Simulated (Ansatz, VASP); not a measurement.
Given: the input of a run of VASP 6.6.1 on Au.

File INCAR:

```
  PREC = Accurate
  ENCUT = 600
  EDIFF = 1E-7
  ISMEAR = -1
  SIGMA = 0.05
  LREAL = F
  LASPH = T
  NELM = 100
  ALGO = Normal
  ISIF = 3
  LWAVE = F
  LCHARG = F
  GGA = PE
  IVDW = 12
  IBRION = 2
  NSW = 60
  EDIFFG = -0.01
```

File KPOINTS:

```
Automatic mesh
0
Gamma
  11 11 11
```

File POSCAR:

```
Au
1.0
   -1.6572690000      1.6572690000      1.6572690000
    1.6572690000     -1.6572690000      1.6572690000
    1.6572690000      1.6572690000     -1.6572690000
Au
1
Direct
    0.0000000000      0.0000000000      0.0000000000
```

Potentials or basis: VASP PAW PBE potentials, release 64 (Au).

Command:

```console
$ cat potpaw_PBE.64/Au/POTCAR > POTCAR
$ mpirun -np 1 vasp_std > vasp.out
```

Problem. Translate it to Ansatz 0.2.0. Potentials there: Ansatz PAW.

Solution. As run (the cutoff follows the program's own potentials):

Contents of input.yaml:

```yaml
crystal:
  lattice:
    - [-1.657269, 1.657269, 1.657269]
    - [1.657269, -1.657269, 1.657269]
    - [1.657269, 1.657269, -1.657269]
  atoms:
    - { symbol: Au, position: [0.0, 0.0, 0.0] }
hamiltonian:
  xc: pbe
  pseudopotentials: { kind: paw }
  dispersion: d3bj
kpoints:
  mp_grid: { grid: [11, 11, 11] }
scf:
  occupations: { method: fermi_dirac, width: 0.05 }
output:
  forces: true
  stress: true
  eigenvalues: true
relax:
  f_tol: 0.01
  max_steps: 40
  cell: { stress_tol: 0.05 }
```

Potentials or basis: Ansatz PAW.

Launch:

```sh
$ ansatz run input.yaml --threads 2 --pin off --max-ram 5632MiB --backend cpu --events-out ev --progress --plain --runs-dir out
```

Both were run:

|  | VASP | Ansatz | Ansatz less VASP |
| --- | --- | --- | --- |
| gap on the k mesh at the Fermi level, each at its own relaxed structure (eV) | none | none | - |
| relaxed volume (Å³/atom) | 17.33 | 17.35 | +0.023 |
| relaxed cell length with the largest relative difference (Å) | 2.823 | 2.825 | +0.0012 |
| energy change over the relaxation (meV/atom) | -19 | -18 | +0.8 |

A gap of «none» marks a metal or a gap that the smearing closes. The two sets of potentials don't hold the same shells in valence.

Caveats: pairwise dispersion overbinds metals, which lowers pressure and volume; the plane-wave basis is chosen anew once the cell has moved, so the energies of steps on either side of that aren't comparable (Ansatz). The runs have no spin-orbit coupling, so splittings on Au are missing.
